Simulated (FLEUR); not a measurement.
# FeO (Wuestite) (Fm-3m) in FLEUR: a series of runs

Aim: see how the results for FeO (Wuestite) move with the level of theory and the settings. Levels: PBEsol, r2SCAN. Tasks: band structure, equation of state.

Program: FLEUR MaX-R8.1 (later development tree). These are calculated values, not measurements. Logs are shortened: lines on timing, memory, paths and dates and some standing lists are left out, and cuts for length are marked.

**Measured values to compare with.**

“W\"ustite: Electric, thermodynamic and optical properties of FeO”, 2012, arxiv:1203.1201 quotes, for a bulk crystal of FeO: band gap 2.4 eV (optical).

How close the calculation comes is told below.

## Step 1: The crystal as given

It takes space group Fm-3m (No. 225, cubic). Conventional cell: a = 4.311 Å, b = 4.311 Å, c = 4.311 Å, α = 90.00°, β = 90.00°, γ = 90.00°. Fe (site symmetry m-3m) is surrounded by 6 O at 2.16 Å. O (site symmetry m-3m) has 6 Fe at 2.16 Å as nearest neighbours.

## Step 2: Band structure, PBEsol, collinear spin, ferromagnetic start

Contents of inp.xml:

```xml
<?xml version="1.0" encoding="UTF-8" standalone="no"?>
<fleurInput fleurInputVersion="0.39">
   <comment>
      FeO                                                                                                 
   </comment>
   <calculationSetup>
      <cutoffs Kmax="4.58" Gmax="14.2" GmaxXC="14.2" numbands="0"/>
      <scfLoop itmax="60" minDistance="0.00001" maxIterBroyd="15" imix="Anderson" alpha="0.05" precondParam="0.0" spinf="2.0" sdNocoIR="T"/>
      <coreElectrons ctail="T" frcor="F" kcrel="0" coretail_lmax="0"/>
      <xcFunctional name="PBEs" relativisticCorrections="F"/>
      <magnetism jspins="2"/>
      <soc l_soc="F" theta="0.0" phi="0.0" spav="F"/>
      <expertModes spex="0" secvar="F"/>
      <geometryOptimization l_f="F" forcealpha="1.0" forcemix="BFGS" epsdisp="0.00001" epsforce="0.00001"/>
      <ldaU l_linMix="F" mixParam="0.05" spinf="1.0"/>
   </calculationSetup>
   <cell>
      <bzIntegration valenceElectrons="22.0" mode="hist" fermiSmearingEnergy="0.00183747">
         <kPointListSelection listName="default-1"/>
         <!-- k-points included here -->
         <xi:include xmlns:xi="http://www.w3.org/2001/XInclude" href="kpts.xml"> </xi:include>
      </bzIntegration>
      <!-- symmetry operations included here -->
      <xi:include xmlns:xi="http://www.w3.org/2001/XInclude" href="sym.xml"> </xi:include>
      <bulkLattice scale="1.0">
         <bravaisMatrix>
            <row-1>    0.0000000000000000     4.0731156889628402     4.0731156889628402</row-1>
[... 31 lines left out ...]
         <energyParameters s="2" p="2" d="3" f="4"/>
         <lo type="SCLO" l="0" n="2" eDeriv="2"/>
         <lo type="SCLO" l="1" n="2" eDeriv="2"/>
         <lo type="SCLO" l="2" n="3" eDeriv="2"/>
      </species>
   </atomSpecies>
   <atomGroups>
      <atomGroup species="Iron (Fe) 3.000">
         <relPos label="                   1">.0000000000 .0000000000 .0000000000</relPos>
         <force calculate="T" relaxXYZ="TTT"/>
      </atomGroup>
      <atomGroup species="Oxygen (O)">
         <relPos label="                   2">1.000/2.000 1.000/2.000 1.000/2.000</relPos>
         <force calculate="T" relaxXYZ="TTT"/>
      </atomGroup>
   </atomGroups>
   <output dos="F" band="F" slice="F">
      <checks vchk="F" cdinf="F"/>
      <bandDOS minEnergy="-.5*Htr" maxEnergy="0.5*Htr" sigma="0.015" storeEVData="T"/>
      <vacuumDOS vacdos="F" integ="F" star="F" nstars="0" locx1="0.0" locy1="0.0" locx2="0.0" locy2="0.0" nstm="0" tworkf="0.0"/>
      <unfoldingBand unfoldBand="F" supercellX="1" supercellY="1" supercellZ="1"/>
      <plotting iplot="0" polar="F">
         <plot TwoD="T" vec1="  1.0  0.0  0.0" vec2="  0.0  1.0  0.0" vec3="  0.0  0.0  1.0" zero="  0.0  0.0  0.0" file="plot"/>
      </plotting>
      <chargeDensitySlicing numkpt="0" minEigenval="0.0" maxEigenval="0.0" nnne="0" pallst="F"/>
      <specialOutput eonly="F"/>
      <moessbauerParams electricFieldGradient="T" isomerShift="T" coreHyperfine="T" valenceHyperfine="T"/>
      <magneticCircularDichroism mcd="F" energyLo="-10.0" energyUp="0.0"/>
   </output>
  <!-- We include the file relax.xml here to enable relaxations (see documentation) -->
  <xi:include xmlns:xi="http://www.w3.org/2001/XInclude" href="relax.xml"> <xi:fallback/> </xi:include>
</fleurInput>
```

Contents of crystal.txt:

```
FeO
&input cartesian=F /
0.0000000000  2.1554000000  2.1554000000
2.1554000000  0.0000000000  2.1554000000
2.1554000000  2.1554000000  0.0000000000
1.8897261246
1.0 1.0 1.0

2
26 0.0000000000  0.0000000000  0.0000000000 : 3.000
8 0.5000000000  0.5000000000  0.5000000000

&kpt div1=11 div2=11 div3=11 gamma=T /
```

Contents of inp.xml (bands):

```
<?xml version="1.0" encoding="UTF-8" standalone="no"?>
<fleurInput fleurInputVersion="0.39">
   <comment>
      FeO                                                                                                 
   </comment>
   <calculationSetup>
      <cutoffs Kmax="4.58" Gmax="14.2" GmaxXC="14.2" numbands="0"/>
      <scfLoop itmax="60" minDistance="0.00001" maxIterBroyd="15" imix="Anderson" alpha="0.05" precondParam="0.0" spinf="2.0" sdNocoIR="T"/>
      <coreElectrons ctail="T" frcor="F" kcrel="0" coretail_lmax="0"/>
      <xcFunctional name="PBEs" relativisticCorrections="F"/>
      <magnetism jspins="2"/>
      <soc l_soc="F" theta="0.0" phi="0.0" spav="F"/>
      <expertModes spex="0" secvar="F"/>
      <geometryOptimization l_f="F" forcealpha="1.0" forcemix="BFGS" epsdisp="0.00001" epsforce="0.00001"/>
      <ldaU l_linMix="F" mixParam="0.05" spinf="1.0"/>
   </calculationSetup>
   <cell>
      <bzIntegration valenceElectrons="22.0" mode="hist" fermiSmearingEnergy="0.00183747">
         <kPointListSelection listName="path-1"/>
         <!-- k-points included here -->
         <xi:include xmlns:xi="http://www.w3.org/2001/XInclude" href="kpts.xml"> </xi:include>
      </bzIntegration>
      <!-- symmetry operations included here -->
      <xi:include xmlns:xi="http://www.w3.org/2001/XInclude" href="sym.xml"> </xi:include>
      <bulkLattice scale="1.0">
[... 31 lines left out ...]
            <stateOccupation state="(2p3/2)" spinUp="1.333333" spinDown="1.333333"/>
         </electronConfig>
         <energyParameters s="2" p="2" d="3" f="4"/>
         <lo type="SCLO" l="0" n="2" eDeriv="2"/>
         <lo type="SCLO" l="1" n="2" eDeriv="2"/>
         <lo type="SCLO" l="2" n="3" eDeriv="2"/>
      </species>
   </atomSpecies>
   <atomGroups>
      <atomGroup species="Iron (Fe) 3.000">
         <relPos label="                   1">.0000000000 .0000000000 .0000000000</relPos>
         <force calculate="T" relaxXYZ="TTT"/>
      </atomGroup>
      <atomGroup species="Oxygen (O)">
         <relPos label="                   2">1.000/2.000 1.000/2.000 1.000/2.000</relPos>
         <force calculate="T" relaxXYZ="TTT"/>
      </atomGroup>
   </atomGroups>
   <output dos="F" band="T" slice="F">
      <checks vchk="F" cdinf="F"/>
      <bandDOS minEnergy="-.5*Htr" maxEnergy="0.5*Htr" sigma="0.015" storeEVData="T"/>
      <vacuumDOS vacdos="F" integ="F" star="F" nstars="0" locx1="0.0" locy1="0.0" locx2="0.0" locy2="0.0" nstm="0" tworkf="0.0"/>
      <unfoldingBand unfoldBand="F" supercellX="1" supercellY="1" supercellZ="1"/>
      <plotting iplot="0" polar="F">
         <plot TwoD="T" vec1="  1.0  0.0  0.0" vec2="  0.0  1.0  0.0" vec3="  0.0  0.0  1.0" zero="  0.0  0.0  0.0" file="plot"/>
      </plotting>
      <chargeDensitySlicing numkpt="0" minEigenval="0.0" maxEigenval="0.0" nnne="0" pallst="F"/>
      <specialOutput eonly="F"/>
      <moessbauerParams electricFieldGradient="T" isomerShift="T" coreHyperfine="T" valenceHyperfine="T"/>
      <magneticCircularDichroism mcd="F" energyLo="-10.0" energyUp="0.0"/>
   </output>
  <!-- We include the file relax.xml here to enable relaxations (see documentation) -->
  <xi:include xmlns:xi="http://www.w3.org/2001/XInclude" href="relax.xml"> <xi:fallback/> </xi:include>
</fleurInput>
```

Potentials or basis: all-electron, FLAPW.

The run is started by

```bash
inpgen -f crystal.txt -profile fastHighL
# inp.xml edited to the form shown
fleur_MPI
fleur_MPI   # second run, on inp.xml (bands)
```

The program printed:

```text
Welcome to FLEUR        (www.flapw.de)
      MaX-Release 8.1          (www.max-centre.eu)

 ========== k-point set info ==========
 Selected k-point list: default-1
 k-point list type: mesh
 11 x 11 x 11
 Number of k points: 56

 ------------Calculation Setup---------------------------
 Number of MPI-tasks      :            1
 Number of PE/node        :            1
 Number of OMP-threads    :            1
 Most efficient MPI parallelization for:
           1           2           4           7           8          14          28          56
 Additional eigenvalue parallelization possible
 Number of basis functions:          299
 Approximate size of matrices (H+S) per k-point:         0.001 GB
 --------------------------------------------------------
 Iteration:     1   Distance:      27.55750339 me/bohr^3
 Iteration:     2   Distance:      26.11799581 me/bohr^3
 Iteration:     3   Distance:      11.57728131 me/bohr^3
 Iteration:     4   Distance:      18.47900704 me/bohr^3
 Iteration:     5   Distance:       9.41272478 me/bohr^3
 Iteration:     6   Distance:       3.57569670 me/bohr^3
 Iteration:     7   Distance:       2.77275448 me/bohr^3
 Iteration:     8   Distance:       1.72153617 me/bohr^3
 Iteration:     9   Distance:       0.55916078 me/bohr^3
 Iteration:    10   Distance:       0.09652215 me/bohr^3
 Iteration:    11   Distance:       0.05320971 me/bohr^3
 Iteration:    12   Distance:       0.02297219 me/bohr^3
 Iteration:    13   Distance:       0.02139965 me/bohr^3
 Iteration:    14   Distance:       0.00390757 me/bohr^3
 Iteration:    15   Distance:       0.00241514 me/bohr^3
 Iteration:    16   Distance:       0.00228337 me/bohr^3
 Iteration:    17   Distance:       0.00162248 me/bohr^3
 Iteration:    18   Distance:       0.00014671 me/bohr^3
 Iteration:    19   Distance:       0.00004390 me/bohr^3
 Iteration:    20   Distance:       0.00003636 me/bohr^3
 Iteration:    21   Distance:       0.00000700 me/bohr^3

 ********************************************************************
 Run finished successfully
 Stop message:
   all done
 ********************************************************************
```

Wall time 1.8 min (1 thread of Arm Neoverse N1, shared host); peak memory 0.07 GiB.

Results:

```yaml
Free_energy: -36644.1161 eV
Band_gap_along_the_path: none (metal or under the smearing width)
Net_moment: 4.00 μB per cell
Site_moments: Fe +3.59; O +0.31 μB
Valence_electrons_inside_the_program's_atomic_spheres: Fe 14.19; O 5.21 (radii Fe 2.14, O 1.63 bohr)
```

Levels at the corners of the path, in eV from the Fermi level:
Spin up:
```
point  band 11  band 12  band 13  band 14  band 15  band 16
    Γ    -3.89    -3.67    -3.67    -0.10    14.98    16.77
    X    -2.78    -2.78    -2.77     5.07     8.52    10.54
    W    -2.89    -2.77    -1.73     7.27     8.76     8.76
    K    -2.64    -2.46    -1.71     6.58     8.52     8.52
    Γ    -3.89    -3.67    -3.67    -0.10    14.98    16.77
    L    -2.50    -0.34    -0.34     3.82     8.30    12.26
    U    -2.64    -2.46    -1.71     6.58     8.52     8.52
    W    -2.89    -2.77    -1.73     7.27     8.76     8.76
    L    -2.50    -0.34    -0.34     3.82     8.30    12.26
    K    -2.64    -2.46    -1.71     6.58     8.52     8.52
    U    -2.64    -2.46    -1.71     6.58     8.52     8.52
    X    -2.78    -2.78    -2.77     5.07     8.52    10.54
```
Spin down:
```tsv
point	band 7	band 8	band 9	band 10	band 11	band 12
Γ	-3.34	-3.34	-0.74	-0.74	-0.74	0.13
X	-4.52	-4.52	-2.17	0.69	0.78	0.78
W	-6.21	-5.64	-0.04	-0.04	0.78	1.02
K	-6.23	-4.94	-0.83	0.59	0.69	1.26
Γ	-3.34	-3.34	-0.74	-0.74	-0.74	0.13
L	-5.24	-5.24	0.42	0.42	0.62	2.76
U	-6.23	-4.94	-0.83	0.59	0.69	1.26
W	-6.21	-5.64	-0.04	-0.04	0.78	1.02
L	-5.24	-5.24	0.42	0.42	0.62	2.76
K	-6.23	-4.94	-0.83	0.59	0.69	1.26
U	-6.23	-4.94	-0.83	0.59	0.69	1.26
X	-4.52	-4.52	-2.17	0.69	0.78	0.78
```

Core levels (eV from the Fermi level):
```tsv
atom	levels
1 Fe	1s1/2 -6984.0, 2s1/2 -813.0, 2p1/2 -700.3, 2p3/2 -687.9
2 O	1s1/2 -505.5
```

Caveat: a cell with one magnetic atom can't hold antiferromagnetic order, which such compounds often take; semilocal functionals often make such compounds metallic where correlation or magnetic order opens a gap, which also shifts bond lengths.

(Continued in part 2 of 2.)
